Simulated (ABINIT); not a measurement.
**Cu: band structure with LDA**

Crystal: Cu.

```
CELL_PARAMETERS angstrom
0.00000 1.80750 1.80750
1.80750 0.00000 1.80750
1.80750 1.80750 0.00000
ATOMIC_POSITIONS crystal
Cu 0.00000 0.00000 0.00000
```

* Program: ABINIT 10.8.3 (patched build)
* Task: band structure
* Functional: LDA
* Potentials or basis: JTH PAW LDA v2.0
* Cutoff: 544 eV
* k mesh: 13 × 13 × 13
* Occupations: fermi-dirac, width 0.05 eV
* Spin: no spin polarisation
* Fine-grid cutoff: 1088.46 eV

* Band gap on the k mesh: none (metal or under the smearing width)
* Valence electrons inside the program's atomic spheres: Cu 17.37 (radii [1.0588] Å)

Levels at the corners of the path, in eV from the Fermi level:
```
point  band 5  band 6  band 7  band 8  band 9  band 10  band 11  band 12  band 13  band 14
    Γ   -9.56   -3.21   -3.21   -3.21   -2.36    -2.36    22.77    25.05    25.05    25.05
    X   -5.06   -4.61   -1.80   -1.65   -1.65     1.26     6.93    12.82    12.82    17.49
    W   -4.31   -3.72   -3.72   -2.41   -1.65     6.00     6.00     8.20     8.49    28.17
    K   -4.48   -4.25   -2.95   -2.23   -1.85     4.13     5.54     7.62    14.90    19.17
    Γ   -9.56   -3.21   -3.21   -3.21   -2.36    -2.36    22.77    25.05    25.05    25.05
    L   -5.28   -3.24   -3.24   -1.79   -1.79    -1.20     3.55    21.22    21.76    21.76
    U   -4.48   -4.25   -2.95   -2.23   -1.85     4.13     5.54     7.62    14.90    19.17
    W   -4.31   -3.72   -3.72   -2.41   -1.65     6.00     6.00     8.20     8.49    28.17
    L   -5.28   -3.24   -3.24   -1.79   -1.79    -1.20     3.55    21.22    21.76    21.76
    K   -4.48   -4.25   -2.95   -2.23   -1.85     4.13     5.54     7.62    14.90    19.17
```

Wall time 23 s on 1 thread of Arm Neoverse V1, with other jobs on the host, peak memory 0.11 GiB.
